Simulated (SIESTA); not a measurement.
HgSe:

```xyz
2
Lattice="0.0000 3.0390 3.0390 3.0390 0.0000 3.0390 3.0390 3.0390 0.0000" Properties=species:S:1:pos:R:3 pbc="T T T"
Hg    0.0000    0.0000    0.0000
Se    4.5585    4.5585    4.5585
```

* Program: SIESTA 5.4.2
* Task: relaxation of cell and atoms
* Functional: PW86PBE
* Potentials or basis: PseudoDojo 0.4 standard (PBE files)
* Basis: DZP (energy shift 0.002 Ry)
* Grid cutoff: 800 Ry
* Energy shift: 0.002 Ry
* k mesh: 8 × 8 × 8
* Occupations: fermi-dirac, width 0.05 eV
* Spin: no spin polarisation

At the start: pressure 8.9 GPa; volume 28.07 Å³/atom.

Task: Where does the relaxation end?

Result: Over 6 steps the energy falls by 112.6 meV/atom and the volume is 32.72 Å³/atom (+16.6 %); space group F-43m (No. 216, to 0.05 Å).

The path:
```tsv
step	energy change (eV)	largest force (eV/Å)	pressure (GPa)	volume (Å³)
1	0.0000	0.0001	8.86	56.13
2	-0.0938	0.0000	6.42	58.10
3	-0.1882	0.0000	3.09	61.34
4	-0.2249	0.0001	0.26	64.99
5	-0.2055	0.0002	-1.83	68.77
6	-0.2252	0.0001	-0.01	65.43
```

Final structure:
```
Hg Se
1.0
    -0.00009    3.19824    3.19824
     3.19824   -0.00009    3.19824
     3.19824    3.19824   -0.00009
Hg Se
1 1
Cartesian
  0.0000 0.0000 0.0000
  4.7973 4.7973 4.7973
```

Caveat: semicore shells carry a single zeta, which can move pressures by several GPa and volumes by a few percent; the volume moved by over 15 % at a fixed basis, so the end points are rough; the potentials were made for another functional, which shifts forces and pressure; the volume moved by +17 % from the deposited cell, more than functionals usually miss; the basis of atomic orbitals isn't converged, which shifts pressures, moduli and gaps.
